Worked problem: five d metals on the silicon net of space group Ia-3

Under compression and release, silicon can take an open cubic net of space group Ia-3, known as BC8. Here Co, Ni, Cu, Ru and Ir are placed on its sites and relaxed with scalar-relativistic PBE. The column "energy over elements", called ΔE below, is the energy per atom of this net minus that of the metal's own standard crystal. V is the volume per atom and d the shortest distance.

Co, Ni, Cu, Ru and Ir in the Si structure of space group Ia-3 (206), cell and atoms relaxed with symmetry kept. Ansatz 0.2.0, plane-wave PAW, scalar-relativistic PBE, cutoff 420 eV, Gaussian smearing 0.1 eV; collinear runs start from parallel moments. Energies are relative to the elements' standard states; valence electrons are counted by group number.

```
element   Z  valence electrons  volume per atom (Å³)  shortest distance (Å)       spin  energy over elements (eV/atom)
     Co  27                  9                 14.24                  2.182  collinear                           1.024
     Ni  28                 10                 14.00                  2.148  collinear                           0.920
     Cu  29                 11                 16.04                  2.260       none                           0.831
     Ru  44                  8                 17.49                  2.317       none                           1.102
     Ir  77                  9                 18.54                  2.358       none                           0.792
```

(a) For each metal, is the net or the standard crystal lower in energy, and which metal pays least? What surroundings do V and d imply for an atom?

Solution. ΔE is positive in every row, so the standard crystal wins each time. The order is Ir < Cu < Ni < Co < Ru, from 0.792 to 1.102 eV/atom. These metals do not turn into one another, so the order ranks five separate penalties. Co and Ni are ferromagnetic in the calculation, whereas Cu, Ru and Ir were run without spin.

The ratio d³/V measures packing without regard to atomic size. It is 1.414 for fcc, with twelve neighbours, and 0.650 for diamond, with four. The five rows lie between 0.707 and 0.730, close to diamond.

The cubic cell of edge a holds 16 atoms at positions (x, x, x), so a³ = 16V. Each atom has one neighbour at d₁ and three at d₃:

d₁ = 2√3·x·a
d₃ = a·√(8x² − 2x + ¼)

The table's d may be either of these, which gives two solutions for x. If d = d₁, x is near 0.10 and the four bonds are almost equal, for Ir 2.358 and 2.397 Å. If d = d₃, x moves towards 1/8, where only three near neighbours remain and the symmetry rises to Ia-3d.

V and d alone cannot choose between the two, but the relaxed positions of three metals do, and each time the second solution holds: x is 0.1226 for Ir, 0.1222 for Ni and 0.1169 for Ru. Ir has three neighbours at 2.358 Å and the next at 2.83 Å, Ni three at 2.148 Å and the next at 2.57 Å, Ru three at 2.317 Å and the next at about 2.65 Å. These metals have thus left the fourfold net of silicon. Ir and Ni lie within about 0.03 Å of the Ia-3d point, although the runs still label their cells Ia-3. For Co and Cu both solutions leave the fourth atom within about 0.2 Å of the nearest bond length, so four is a fair count there, though an inference.

(b) Why does the net lose? Estimate ΔE for Cu from the number of neighbours alone, and say where the estimate fails.

Solution. Silicon has four valence electrons for four directed bonds, so in its diamond form each bond holds a pair and a gap separates bonding from antibonding states. The band gap here is zero in all rows, so none of these nets has a full set of bonding states closed off by a gap. A metal binds by spreading its atomic levels into a band and filling the lower part. What it loses in an open net, as long as the bond length stays the same, is band width.

A star molecule shows how the width depends on the neighbour count z. One central orbital is coupled by a hopping energy t to z outer orbitals. Only the symmetric combination of the outer orbitals mixes with the centre, and the two levels are

ε = ±|t|·√z

In a crystal the mean square width of the band at a site is likewise z·t², so the binding grows as √z and not as z. The star has one orbital a site, no rings, no repulsion and no spin, so it carries over only this scaling. For Cu, whose d shell is full, the counting applies mainly to the s band.

Let the whole cohesive energy E_c of the close-packed metal scale in this way, with the bond length frozen:

ΔE ≈ E_c·(1 − √(4/12)) = 0.42·E_c

With a rough recalled E_c of 3.5 eV for Cu, this gives 0.42 × 3.5 ≈ 1.5 eV, which is 1.8 times the table's 0.831 eV. The rule has no adjustable constant, so neither Cu nor any other row entered a fit. It has the right sign and order of magnitude, and it overshoots all five rows. The printed output after this text lists them with four neighbours throughout; for the three near neighbours of Ni, Ru and Ir the rule gives a loss of 1 − √(3/12) = 50 %, which is 2.4, 3.0 and 4.4 times the table's values.

Two effects that the bare rule leaves out act against the overshoot: the repulsion between atoms also falls when neighbours are lost, and the remaining bonds shorten. Add a pair repulsion that decays with distance r at rate p, and let the hopping decay at the slower rate q, with strengths A and B:

E(r) = A·z·exp(−pr) − B·√z·exp(−qr)

Setting dE/dr = 0 gives exp(−(p − q)r) ∝ 1/√z, so fewer neighbours mean shorter bonds. Putting this back in gives

|E| ∝ z^n, n = (p − 2q) / (2(p − q))

The exponent n is always below ½, so the weaker repulsion and the shorter bonds together return part of the loss. The rows agree with the shortening in direction: d is some 13 to 14 % below rough recalled distances in the close-packed metals. By the usual estimate, hopping between d orbitals grows as the inverse fifth power of distance, so this shortening would about double t and make up for the neighbours lost from √z. In the relaxed net the penalty need not show as a narrower d band, then; it can lie in the repulsion that the short bonds cost. 
The two-term model cannot describe such a case. By its own condition, going from 12 to 4 neighbours raises exp(−(p − q)r) by a factor √3, about 1.7. If the same shortening doubles the hopping, q is larger than p − q, n turns negative and the open net would win. With three neighbours the factor is 2, n is zero and the net would cost nothing. The choice p = 3q does give n = ¼ and a loss of 1 − (1/3)^¼ = 24 %, the size of ΔE/E_c for Co and Cu, but the hopping would then grow by only 3^¼, about 1.3. For three neighbours the same choice gives 29 %, against 21 % for Ni, 16 % for Ru and 11 % for Ir. The match is therefore no evidence for the model. It shows why bonds shorten and why the bare √z rule should overshoot, but not how large the penalty is.

If all five metals lost a like share of their cohesion, the penalty would follow the cohesion, which tends to fall as a more than half-filled d band takes electrons into antibonding states. Ru, Co, Ni and Cu, with 8 to 11 valence electrons, do fall in this order, by 78 to 104 meV a step. Ru belongs to another period, and both the spin treatment and the number of near neighbours change along the way, so the evenness of the steps should not be read as a law. Cohesion is also a poor guide to their sizes: the rough recalled values are equal for Co and Ni, and that of Ru is about one and a half times theirs, though its penalty is only slightly higher than that of Co.

Ir breaks the picture. It has the strongest recalled cohesion, yet it loses only about 11 % of it, where the rule with three near neighbours asks for 50 % and is 4.4 times too high. A sharp count of three is harsh on Ir, since the next atom, at 2.83 Å, is hardly farther off than the rough recalled 2.7 Å of fcc Ir; but even with four neighbours the estimate would be 3.7 times too high. It also lies 232 meV below Co at the same count of nine electrons, so the numbers exclude electron count as the sole cause. It is standard physics that relativity contracts the 6s shell and strengthens s–d mixing, and this is a common account of why Ir, Pt and Au can be drawn into chains of single atoms. That this is what lowers Ir here is a guess, since no comparison at hand isolates relativity, and Co and Ir also differ in spin treatment and in the number of near neighbours.

The runs hold a second clue. Their smearing entropy, explained in part (c), measures the density of states at the Fermi level, and for Ir it is only about a fifth of that for Ru. In Cu it is low because the d band is full, but in Ir the d band is not, so the Fermi level seems to lie in a dip. Such a dip often separates mostly bonding from mostly antibonding states, and a filling that ends there favours the structure. Co has the same electron count, but its moment of 1.73 μB fills the two spins unequally, so they cannot both stop at that filling. This reading fits Ir, Ru and Co, though Co keeps a fourth near neighbour and so need not share the dip of Ir at all; a plot of the density of states would test it.

(c) How safe are the verdict and the order, and what would reverse them?

Solution. The verdict against the net is safe. The smallest ΔE is about a hundred times the 8 meV obtained by adding two k-mesh errors of 4 meV, a figure that comes from the data makers' tests on other systems and not from these runs. Heat cannot undo it: at 1000 K the net would need 9.2 k_B per atom of extra entropy (k_B is Boltzmann's constant), against roughly 1 k_B, a recalled size, for melting a metal. Pressure works the wrong way, because the net has roughly a quarter to a third more volume than the close-packed crystal, and the term p·ΔV (here p is pressure) adds to the penalty.

The order is safe against k-mesh noise of that size but less so against the physics left out. The narrowest step, Cu minus Ir, is 39 meV. It would stand even if all four energies behind it, those of two nets and two standard crystals, were off by 4 meV in the worst directions. Spin-orbit coupling is absent from a scalar-relativistic run and matters most for Ir, where it acts on both the net and the fcc reference; whether it or another functional closes the step is untested. At 1000 K a difference of 0.45 k_B per atom between the two metals' entropies of transformation would also close it. Zero-point motion is left out as well, and its effect on the step is not known here.

Spin bears on the top of the order. Allowing a moment can only lower the energy of a cell that was run without one, so a moment in Ir could only strengthen its first place, but one in Ru could pull Ru below Co if it gained more than 78 meV. Co and Ni were started with parallel moments only; another magnetic order, if lower, would reduce their penalties, and Ni would pass Cu with a gain of more than 89 meV. The smearing entropy term TS of the same runs helps to judge the case of Ru. For Gaussian smearing of width σ it is about N·σ²/2, where N is the density of states at the Fermi level. With σ = 0.1 eV, the 6.4 meV/atom of Ru gives N near 1.3 states per eV and atom, or 0.6 for each spin. By the Stoner criterion a ferromagnetic moment forms by itself if this last value times an exchange energy exceeds 1. With a rough recalled 0.6 eV for a 4d metal the product is only about 0.4, so such a moment in Ru is unlikely, though only a run with spin would prove it.

All cells were relaxed with their symmetry held, so any row may be a saddle that slides towards a denser structure once released. ΔE is then the cost of an imposed geometry and not the energy of a phase that could be made and kept. Nor is that geometry the same in all rows: Ni, Ru and Ir ended with three near neighbours, so the order compares different surroundings under one structure name. The question the table leaves is whether Ir's low penalty survives spin-orbit coupling, and whether it vanishes when relativity is switched off.

Output of the analysis:

```
Order of energy over the standard state: Ir < Cu < Ni < Co < Ru
range 0.792 to 1.102 eV/atom, spread 0.310; lowest is 99 x 8 meV
Steps (mesh error of a step up to 8 meV; rounding of a step up to 1 meV):
  Cu - Ir: 39 meV = 4.9 x 8 meV; entropy to cancel it at 1000 K 0.45 kB/atom
  Ni - Cu: 89 meV = 11.1 x 8 meV; entropy to cancel it at 1000 K 1.03 kB/atom
  Co - Ni: 104 meV = 13.0 x 8 meV; entropy to cancel it at 1000 K 1.21 kB/atom
  Ru - Co: 78 meV = 9.8 x 8 meV; entropy to cancel it at 1000 K 0.91 kB/atom
entropy to cancel the lowest energy itself at 1000 K: 9.2 kB/atom
  Ru (8 e) to Co (9 e): -78 meV
  Co (9 e) to Ni (10 e): -104 meV
  Ni (10 e) to Cu (11 e): -89 meV
  Co (9 e) to Ir (9 e): -232 meV
Smearing TS, meV/atom (half is removed in the energies): Co 5.9, Ni 7.5, Cu 1.2, Ru 6.4, Ir 1.2
TS ratio Ru/Ir 5.2; net moment, muB/atom: Co 1.73, Ni 0.82
Geometry: d/a is 0.3536 at x = 1/8 and 0.3587 for four equal bonds (x = 0.1036); rounding 0.0001
d^3/V: fcc 1.414, diamond 0.650
Root 1, single bond shortest: a (A), d/a, d^3/V, x, distances 1 + 3 + 1 (A)
  Co: 6.108, 0.3573, 0.730, 0.1031, 2.182 2.192 3.107
  Ni: 6.073, 0.3537, 0.708, 0.1021, 2.148 2.183 3.112
  Cu: 6.355, 0.3556, 0.720, 0.1027, 2.260 2.282 3.243
  Ru: 6.541, 0.3542, 0.711, 0.1023, 2.317 2.351 3.348
  Ir: 6.669, 0.3536, 0.707, 0.1021, 2.358 2.397 3.418
Root 2, three bonds shortest: x, distances 3 + 1 + 1 (A), shift from x = 1/8 (A) with rounding range
  Co: 0.107, 2.182 2.26 3.03, 0.19 (0.19 to 0.19)
  Ni: 0.122, 2.148 2.56 2.70, 0.04 (0.01 to 0.05)
  Cu: 0.111, 2.260 2.45 3.05, 0.15 (0.15 to 0.15)
  Ru: 0.117, 2.317 2.66 3.01, 0.09 (0.08 to 0.10)
  Ir: 0.124, 2.358 2.87 2.91, 0.01 (0.00 to 0.04)
Loss of cohesion, 12 to 4 neighbours at fixed distance, sqrt(z) rule: 42 %
With rough recalled values: estimate (eV), table (eV), table/cohesion, volume change, distance change
  Co: 1.9, 1.024, 23 %, +29 %, -13 %; estimate/table 1.8
  Ni: 1.9, 0.920, 21 %, +27 %, -14 %; estimate/table 2.0
  Cu: 1.5, 0.831, 24 %, +34 %, -13 %; estimate/table 1.8
  Ru: 2.8, 1.102, 16 %, +25 %, -14 %; estimate/table 2.6
  Ir: 2.9, 0.792, 11 %, +32 %, -13 %; estimate/table 3.7
worst row for the estimate: Ir; closest: Cu
```
